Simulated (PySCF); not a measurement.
**Which functional comes closest?**

Molecule: `C(C)(=O)O`, C2H4O2.

Structure with atom numbers: `[CH3:1][C:2](=[O:3])[OH:4]`; H(Xn) means a hydrogen on atom n.

Geometry PBE0-D3(BJ)/def2-SVP throughout; GIAO in PySCF, gas phase, one conformer, non-relativistic; equivalent atoms averaged; basis pcSseg-2.

Reference values (measured; solution, not stated per compound (mostly CDCl3 or CCl4); Pretsch, Buehlmann, Badertscher, Structure Determination of Organic Compounds, 4th ed. (2009)): δ(C1) = 21.7 ppm, δ(H(C1)) = 2.10 ppm. Computed shifts are taken against TMS, calculated as an isolated molecule at each level.

Question: How do the functionals HF, LDA, PBE, BLYP, BP86, OPBE, KT2, KT3, B97-D, B3LYP, PBE0, mPW1PW91, WP04, B97-2, BHandHLYP, CAM-B3LYP, wB97X-D, LC-wPBE perform against the reference? Times are CPU seconds on shared hosts with different chips, so compare them loosely; the GGAs took longer than the global hybrids here, which isn't the general rule, and the cause wasn't traced.

Answer: 
| functional | kind | C1 | H(C1) | abs. error C | abs. error H | core-s |
| --- | --- | --- | --- | --- | --- | --- |
| HF | Hartree–Fock | 20.6 | 2.00 | 1.1 | 0.10 | 8.1 |
| LDA | LDA | 19.0 | 1.97 | 2.7 | 0.13 | 30 |
| PBE | GGA | 19.2 | 1.97 | 2.5 | 0.13 | 30 |
| BLYP | GGA | 19.4 | 2.00 | 2.3 | 0.10 | 30 |
| BP86 | GGA | 19.6 | 1.97 | 2.1 | 0.13 | 31 |
| OPBE | GGA | 19.4 | 1.94 | 2.3 | 0.16 | 34 |
| KT2 | GGA | 18.2 | 1.94 | 3.5 | 0.16 | 34 |
| KT3 | GGA | 18.6 | 1.96 | 3.1 | 0.14 | 30 |
| B97-D | GGA | 19.5 | 1.98 | 2.2 | 0.12 | 32 |
| B3LYP | global hybrid | 20.0 | 2.00 | 1.7 | 0.10 | 20 |
| PBE0 | global hybrid | 20.1 | 1.96 | 1.6 | 0.14 | 22 |
| mPW1PW91 | global hybrid | 20.3 | 1.96 | 1.4 | 0.14 | 25 |
| WP04 | global hybrid | 21.9 | 2.01 | 0.2 | 0.09 | 13 |
| B97-2 | global hybrid | 20.1 | 1.97 | 1.6 | 0.13 | 8.5 |
| BHandHLYP | global hybrid | 20.5 | 2.01 | 1.2 | 0.09 | 8.2 |
| CAM-B3LYP | range-separated hybrid | 20.5 | 2.02 | 1.2 | 0.08 | 11 |
| wB97X-D | range-separated hybrid | 21.0 | 1.98 | 0.7 | 0.12 | 10 |
| LC-wPBE | range-separated hybrid | 21.9 | 1.98 | 0.2 | 0.12 | 15 |

For 13C the closest is WP04 (0.2 ppm, with LC-wPBE practically level) and the furthest KT2 (3.5 ppm).

For 1H the closest is CAM-B3LYP (0.08 ppm, with WP04, BHandHLYP, HF, BLYP, B3LYP practically level) and the furthest KT2 (0.16 ppm). One molecule is a small sample, and vibrational and solvent effects are absent from the calculation.
